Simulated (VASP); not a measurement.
# C (Fd-3m) in VASP: a series of runs, part 2 of 2

VASP 6.6.1. Earlier steps stand in the parts before.

## (3) Dielectric tensor, PBE

The input, INCAR:

```
SYSTEM = C
PREC = Accurate
ENCUT = 520
EDIFF = 1E-8
ISMEAR = 0
SIGMA = 0.02
LREAL = .False.
LASPH = .True.
NELM = 60
ALGO = Normal
ISIF = 2
LWAVE = .False.
LCHARG = .False.
GGA = PE
LEPSILON = .True.
```

The input, KPOINTS:

```
regular mesh
0
Gamma
  12 12 12
  0 0 0
```

The input, POSCAR:

```
C
1.0
    0.0000000000      1.7833700000      1.7833700000
    1.7833700000      0.0000000000      1.7833700000
    1.7833700000      1.7833700000      0.0000000000
C
2
Direct
    0.7500000000      0.7500000000      0.7500000000
    0.5000000000      0.5000000000      0.5000000000
```

Potentials or basis: VASP PAW PBE potentials, release 64 (C).

Launch:

```
$ cat potpaw_PBE.64/C/POTCAR > POTCAR
$ mpirun -np 1 vasp_std > vasp.out
```

OUTCAR:

```text
SYSTEM = C
   PREC = Accurate
   ENCUT = 520
   EDIFF = 1E-8
   ISMEAR = 0
   LREAL = .False.
   LASPH = .True.
   NELM = 60
   ISIF = 2
   GGA = PE
   LEPSILON = .True.

 ion  position               nearest neighbor table
   1  0.750  0.750  0.750-   2 1.54   2 1.54   2 1.54   2 1.54
   2  0.500  0.500  0.500-   1 1.54   1 1.54   1 1.54   1 1.54

  LATTYP: Found a face centered cubic cell.
 ALAT       =     3.5667400000

  Lattice vectors:

 A1 = (   0.0000000000,   1.7833700000,   1.7833700000)
 A2 = (   1.7833700000,   0.0000000000,   1.7833700000)
[... 513 lines left out ...]

 PIEZOELECTRIC TENSOR FIELD DIRECTION 3  (C/m^2)
 -----------------------------------------------------------------------------
    -0.00014  0.00000  0.00000
     0.00000 -0.00014  0.00000
     0.00000  0.00000 -0.00036

 MACROSCOPIC STATIC DIELECTRIC TENSOR (including local field effects in DFT)
 ------------------------------------------------------
           5.850111    -0.000000    -0.000000
           0.000000     5.850111     0.000000
          -0.000000     0.000000     5.850111
 ------------------------------------------------------

 PIEZOELECTRIC TENSOR (including local field effects)  for field in x, y, z        (e  Angst)
          XX          YY          ZZ          XY          YZ          ZX
  --------------------------------------------------------------------------------
  x    -0.00000    -0.00000     0.00000     0.00000     0.00000    -0.00000
  y     0.00000    -0.00000    -0.00000    -0.00000     0.00000    -0.00000
  z     0.00000     0.00000     0.00000     0.00000    -0.00000     0.00000

 PIEZOELECTRIC TENSOR (including local field effects)  for field in x, y, z        (C/m^2)
          XX          YY          ZZ          XY          YZ          ZX
  --------------------------------------------------------------------------------
  x    -0.00000    -0.00000     0.00000     0.00000     0.00000    -0.00000
  y     0.00000    -0.00000    -0.00000    -0.00000     0.00000    -0.00000
  z     0.00000     0.00000     0.00000     0.00000    -0.00000     0.00000

 BORN EFFECTIVE CHARGES (including local field effects) (in |e|, cummulative output)
 ---------------------------------------------------------------------------------
 ion    1
    1     0.00000    -0.00000     0.00000
    2     0.00000    -0.00000    -0.00000
    3    -0.00000     0.00000     0.00000
 ion    2
    1    -0.00000     0.00000    -0.00000
    2     0.00000     0.00000     0.00000
    3     0.00000     0.00000    -0.00000
```

OSZICAR:

```text
N       E                     dE             d eps       ncg     rms          rms(c)
DAV:   1    -0.129556913770E+01   -0.12956E+01   -0.50570E+03  1256   0.952E+02
DAV:   2    -0.187178514501E+02   -0.17422E+02   -0.16846E+02  1888   0.110E+02
DAV:   3    -0.188239300912E+02   -0.10608E+00   -0.10608E+00  1184   0.105E+01
[... 15 lines left out ...]
RMM:   4    -0.162922491840E+00   -0.80709E-02   -0.11240E-03  4068   0.329E-01    0.388E-02
RMM:   5    -0.163681665517E+00   -0.75917E-03   -0.20028E-05  4137   0.426E-02    0.359E-03
RMM:   6    -0.163714475359E+00   -0.32810E-04   -0.20929E-07  4310   0.487E-03    0.187E-03
RMM:   7    -0.163729920993E+00   -0.15446E-04   -0.11936E-07  4221   0.409E-03    0.182E-04
RMM:   8    -0.163730890926E+00   -0.96993E-06   -0.61827E-10  3921   0.269E-04    0.491E-05
RMM:   9    -0.163730846150E+00    0.44776E-07   -0.75138E-11  3441   0.107E-04    0.455E-06
```

Wall time 52 s (1 thread of Intel Xeon Platinum 8488C (Sapphire Rapids), shared host); peak memory 0.15 GiB.

What came out:

* Band gap on the k mesh: 4.15 eV, indirect (least direct gap 5.59 eV)
* Electronic dielectric tensor (diagonal): 5.85
* Born charges (mean of the diagonal): C +0.00 e

Electronic dielectric tensor:
```
5.85 0.00 0.00
0.00 5.85 0.00
0.00 0.00 5.85
```

Born effective charge tensors (e):
atom 1, C
```
0.00 0.00 0.00
0.00 0.00 0.00
0.00 0.00 0.00
```
atom 2, C
```
0.00 0.00 0.00
0.00 0.00 0.00
0.00 0.00 0.00
```

A k mesh can miss the band edges.
